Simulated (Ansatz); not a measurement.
# C: the cost of one run

Program: Ansatz 0.2.0. Level of theory: DFT PBE, scalar-relativistic, plane waves, PAW. These are calculated values, not measurements.

## Step 1: The system as given

The structure is orthorhombic, space group Fmmm (No. 69). The conventional cell has a = 2.456 Å, b = 4.254 Å, c = 6.696 Å, α = 90.00°, β = 90.00°, γ = 90.00°. C (site symmetry m2m) has 3 C at 1.42 Å in its first shell of neighbours.

As a file:

```cif
data_structure
_symmetry_space_group_name_H-M 'Fmmm'
_symmetry_Int_Tables_number 69
_cell_length_a 2.4560
_cell_length_b 4.2540
_cell_length_c 6.6960
_cell_angle_alpha 90.000
_cell_angle_beta 90.000
_cell_angle_gamma 90.000
_cell_volume 69.96
loop_
_atom_site_label
_atom_site_type_symbol
_atom_site_symmetry_multiplicity
_atom_site_Wyckoff_symbol
_atom_site_fract_x
_atom_site_fract_y
_atom_site_fract_z
_atom_site_occupancy
C1 C 8 h 0.50000 0.66667 0.00000 1
```

The runs take a perfect supercell of 64 atoms; the defect goes to fractional position (0.667, 0.792, 0.042).

## Step 2: The perfect supercell

input.yaml reads:

```yaml
crystal:
  lattice:
    - [0.0, -4.254, -6.696]
    - [-4.912, 4.254, -6.696]
    - [4.912, 4.254, -6.696]
  atoms:
    - { symbol: C, position: [0.666665, 0.791668, 0.041668] }
    - { symbol: C, position: [0.416665, 0.791668, 0.291668] }
    - { symbol: C, position: [0.166665, 0.791668, 0.541668] }
    - { symbol: C, position: [0.916665, 0.791668, 0.791668] }
    - { symbol: C, position: [0.416664, 0.541667, 0.041668] }
    - { symbol: C, position: [0.166664, 0.541667, 0.291668] }
    - { symbol: C, position: [0.916664, 0.541667, 0.541668] }
    - { symbol: C, position: [0.666664, 0.541667, 0.791668] }
    - { symbol: C, position: [0.166665, 0.291668, 0.041668] }
    - { symbol: C, position: [0.916665, 0.291668, 0.291668] }
    - { symbol: C, position: [0.666665, 0.291668, 0.541668] }
    - { symbol: C, position: [0.416665, 0.291668, 0.791668] }
    - { symbol: C, position: [0.916665, 0.041668, 0.041668] }
    - { symbol: C, position: [0.666665, 0.041668, 0.291668] }
    - { symbol: C, position: [0.416665, 0.041668, 0.541668] }
    - { symbol: C, position: [0.166665, 0.041668, 0.791668] }
    - { symbol: C, position: [0.166665, 0.791668, 0.041668] }
    - { symbol: C, position: [0.916665, 0.791668, 0.291668] }
    - { symbol: C, position: [0.666665, 0.791668, 0.541668] }
    - { symbol: C, position: [0.416665, 0.791668, 0.791668] }
    - { symbol: C, position: [0.916664, 0.541667, 0.041668] }
    - { symbol: C, position: [0.666664, 0.541667, 0.291668] }
    - { symbol: C, position: [0.416664, 0.541667, 0.541668] }
    - { symbol: C, position: [0.166664, 0.541667, 0.791668] }
    - { symbol: C, position: [0.666665, 0.291668, 0.041668] }
    - { symbol: C, position: [0.416665, 0.291668, 0.291668] }
    - { symbol: C, position: [0.166665, 0.291668, 0.541668] }
    - { symbol: C, position: [0.916665, 0.291668, 0.791668] }
    - { symbol: C, position: [0.416665, 0.041668, 0.041668] }
    - { symbol: C, position: [0.166665, 0.041668, 0.291668] }
    - { symbol: C, position: [0.916665, 0.041668, 0.541668] }
    - { symbol: C, position: [0.666665, 0.041668, 0.791668] }
    - { symbol: C, position: [0.333335, 0.958332, 0.208332] }
    - { symbol: C, position: [0.083334, 0.958332, 0.458333] }
    - { symbol: C, position: [0.833335, 0.958332, 0.708332] }
    - { symbol: C, position: [0.583335, 0.958332, 0.958332] }
    - { symbol: C, position: [0.083335, 0.708332, 0.208332] }
    - { symbol: C, position: [0.833334, 0.708332, 0.458333] }
    - { symbol: C, position: [0.583335, 0.708332, 0.708332] }
    - { symbol: C, position: [0.333335, 0.708332, 0.958332] }
    - { symbol: C, position: [0.833335, 0.458332, 0.208332] }
    - { symbol: C, position: [0.583334, 0.458332, 0.458333] }
    - { symbol: C, position: [0.333335, 0.458332, 0.708332] }
    - { symbol: C, position: [0.083335, 0.458332, 0.958332] }
    - { symbol: C, position: [0.583335, 0.208332, 0.208332] }
    - { symbol: C, position: [0.333334, 0.208332, 0.458333] }
    - { symbol: C, position: [0.083335, 0.208332, 0.708332] }
    - { symbol: C, position: [0.833335, 0.208332, 0.958332] }
    - { symbol: C, position: [0.833335, 0.958332, 0.208332] }
    - { symbol: C, position: [0.583334, 0.958332, 0.458333] }
    - { symbol: C, position: [0.333335, 0.958332, 0.708332] }
    - { symbol: C, position: [0.083335, 0.958332, 0.958332] }
    - { symbol: C, position: [0.583335, 0.708332, 0.208332] }
    - { symbol: C, position: [0.333334, 0.708332, 0.458333] }
    - { symbol: C, position: [0.083335, 0.708332, 0.708332] }
    - { symbol: C, position: [0.833335, 0.708332, 0.958332] }
    - { symbol: C, position: [0.333335, 0.458332, 0.208332] }
    - { symbol: C, position: [0.083334, 0.458332, 0.458333] }
    - { symbol: C, position: [0.833335, 0.458332, 0.708332] }
    - { symbol: C, position: [0.583335, 0.458332, 0.958332] }
    - { symbol: C, position: [0.083335, 0.208332, 0.208332] }
    - { symbol: C, position: [0.833334, 0.208332, 0.458333] }
    - { symbol: C, position: [0.583335, 0.208332, 0.708332] }
    - { symbol: C, position: [0.333335, 0.208332, 0.958332] }
basis:
  ecutwfc: 420
  fft_grid_basis: typed
kpoints:
  mp_grid: { grid: [2, 2, 2] }
hamiltonian:
  xc: pbe
  pseudopotentials: { kind: paw }
scf:
  occupations: { method: gaussian, width: 0.05 }
output:
  forces: true
  stress: false
  eigenvalues: true
  bader: false
  write_density: true
  volumetric_format: npy
```

The run is started by

```
> ansatz run input.yaml --threads 4 --pin off --max-ram 10240MiB --backend cpu --events-out ev --progress --plain --runs-dir out
```

**Question.** How long does this run take on 4 threads of Intel Xeon 6975P-C (Granite Rapids), shared host, and how much memory does it need?

About 4.2 s, with a peak of 2.5 GiB.
